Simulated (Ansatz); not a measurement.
SrO:

```xyz
2
Lattice="0.0000 2.5663 2.5663 2.5663 0.0000 2.5663 2.5663 2.5663 0.0000" Properties=species:S:1:pos:R:3 pbc="T T T"
Sr    2.5663    2.5663    2.5663
O     0.0000    0.0000    0.0000
```

Base run:

* Program: Ansatz 0.2.0
* Functional: PBEsol
* Potentials or basis: all-electron LAPW, relativistic spinors
* Cutoff: 221 eV
* Density cutoff: 882 eV
* Basis error allowed: 0.001 eV/atom
* k mesh: 7 × 7 × 7
* Occupations: fermi-dirac, width 0.05 eV
* Spin: spin-orbit coupling, no magnetisation

Its results: band gap on the k mesh 3.27 eV, indirect (least direct gap 3.34 eV); pressure -0.6 GPa.

Task: The run is repeated on the same cell with these changes: functional from PBEsol to PBE. What comes out?

Result: Band gap on the k mesh 3.38 eV, indirect (least direct gap 3.45 eV); pressure 3.3 GPa.

PBE binds less tightly than PBEsol, so the same cell stands under more pressure.

Caveats: the mesh misses the band edges, which the band path finds closer together.

Not every run made on this cell is shown here.
